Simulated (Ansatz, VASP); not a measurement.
**One calculation of VO2, two programs**

```
CELL_PARAMETERS angstrom
4.50720 0.00000 0.00000
0.00000 4.50720 0.00000
0.00000 0.00000 3.04445
ATOMIC_POSITIONS crystal
V 0.50000 0.50000 0.50000
V 0.00000 0.00000 0.00000
O 0.20036 0.79964 0.50000
O 0.79964 0.20036 0.50000
O 0.70036 0.70036 0.00000
O 0.29964 0.29964 0.00000
```

The cell is a database's computed one.

Alike in both runs: task single point; functional PBE; k mesh 6 × 6 × 9; occupations fermi-dirac, width 0.05 eV; collinear spin, ferromagnetic start.

|  | VASP | Ansatz |
| --- | --- | --- |
| version | VASP 6.6.1 | Ansatz 0.2.0 |
| potentials or method | VASP PAW PBE potentials, release 64 (V_sv, O) | Ansatz PAW |
| plane-wave cutoff (eV) | 520 | 420 |
| valence electrons in the cell | 50 | 50 |

|  | VASP | Ansatz | Ansatz less VASP |
| --- | --- | --- | --- |
| gap on the k mesh at the Fermi level (eV) | none | none | - |
| pressure (GPa) | -8.1 | -8.9 | -0.76 |
| largest component of the traceless stress (GPa) | 11.72 | 11.85 | +0.128 |
| rms of the force components (eV/Å) | 0.113 | 0.112 | -0.0010 |
| net moment per atom (μB) | 0.33 | 0.33 | 0.000 |
| size of the moment on the site where the two differ most (μB) | 1.08 | 0.86 | -0.226 |

Site moments also hang on the region over which each program counts them. Atom by atom the forces differ by 0.001 eV/Å (rms over components). A gap of «none» marks a metal or a gap that the smearing closes. With one functional, cell and mesh, what is left measures potentials, basis and numerics.

Caveats: semilocal functionals often make such compounds metallic where correlation or magnetic order opens a gap, which also shifts bond lengths; the pressure holds a Pulay correction of +0.8 GPa for the finite cutoff (Ansatz). With open d or f shells a metallic result of PBE can be an artefact of self-interaction; +U or a hybrid may open a gap.
